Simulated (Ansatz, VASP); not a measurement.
BaHfO3: VASP beside Ansatz

File INCAR:

```
PREC     = Accurate       # precision mode
ENCUT    = 600            # plane-wave cutoff, eV
EDIFF    = 1E-6           # SCF threshold, eV
ISMEAR   = 0              # smearing method
SIGMA    = 0.02           # smearing width, eV
LREAL    = F              # projectors in reciprocal space
LASPH    = T              # aspherical terms in the spheres
NELM     = 80             # most SCF steps
ALGO     = Normal         # electronic algorithm
ISIF     = 3              # what is computed and relaxed
LWAVE    = F              # write WAVECAR
LCHARG   = F              # write CHGCAR
GGA      = PE             # functional
IBRION   = 2              # ionic algorithm
NSW      = 100            # ionic steps
EDIFFG   = -0.01          # ionic threshold
```

KPOINTS

```
regular mesh
0
Gamma
  6 6 6
```

File POSCAR:

```
BaHfO3
1.0
    4.2047566668      0.0000000000      0.0000000000
    0.0000000000      4.2047566668      0.0000000000
    0.0000000000      0.0000000000      4.2047566668
Ba Hf O
1 1 3
Direct
    0.5000000000      0.5000000000      0.5000000000
    0.0000000000      0.0000000000      0.0000000000
    0.0000000000      0.5000000000      0.0000000000
    0.5000000000      0.0000000000      0.0000000000
    0.0000000000      0.0000000000      0.5000000000
```

Input for Ansatz:

```yaml
crystal:
  lattice:
    - [4.2047566668, 0.0, 0.0]
    - [0.0, 4.2047566668, 0.0]
    - [0.0, 0.0, 4.2047566668]
  atoms:
    - { symbol: Ba, position: [0.5, 0.5, 0.5] }
    - { symbol: Hf, position: [0.0, 0.0, 0.0] }
    - { symbol: O, position: [0.0, 0.5, 0.0] }
    - { symbol: O, position: [0.5, 0.0, 0.0] }
    - { symbol: O, position: [0.0, 0.0, 0.5] }
basis:
  ecutwfc: 420
kpoints:
  mp_grid: { grid: [6, 6, 6] }
hamiltonian:
  xc: pbe
scf:
  occupations: { method: gaussian, width: 0.02 }
output:
  forces: true
  stress: true
  eigenvalues: true
  write_density: true
  write_potential: true
  elf: true
  volumetric_format: npy
relax:
  adjacent_minimum: "off"
  f_tol: 0.01
  max_steps: 80
  cell: { stress_tol: 0.05 }
```

Alike in both runs: task relaxation of cell and atoms; functional PBE; k mesh 6 × 6 × 6; occupations gaussian, width 0.02 eV; no spin polarisation.

|  | VASP | Ansatz |
| --- | --- | --- |
| version | VASP 6.6.1 | Ansatz 0.2.0 |
| potentials or method | VASP PAW PBE potentials, release 64 (Ba_sv, Hf_pv, O) | scalar-relativistic, plane waves, PAW |
| plane-wave cutoff (eV) | 600 | 420 |
| valence electrons in the cell | 38 | 54 |

Ansatz gave:

* gap on the k mesh at the Fermi level, each at its own relaxed structure (eV): 3.62
* relaxed volume (Å³/atom): 14.88
* relaxed cell length with the largest relative difference (Å): 4.206

Problem. What did VASP give for the same quantities?

Solution. gap on the k mesh at the Fermi level, each at its own relaxed structure (eV): 3.55; relaxed volume (Å³/atom): 14.82; relaxed cell length with the largest relative difference (Å): 4.200.

The two sets of potentials don't hold the same shells in valence.

Caveats: spin-orbit coupling is left out, which moves the levels of the heavy elements. PBE gaps usually lie below the measured ones, often by a third to a half. A k mesh can miss the band edges.
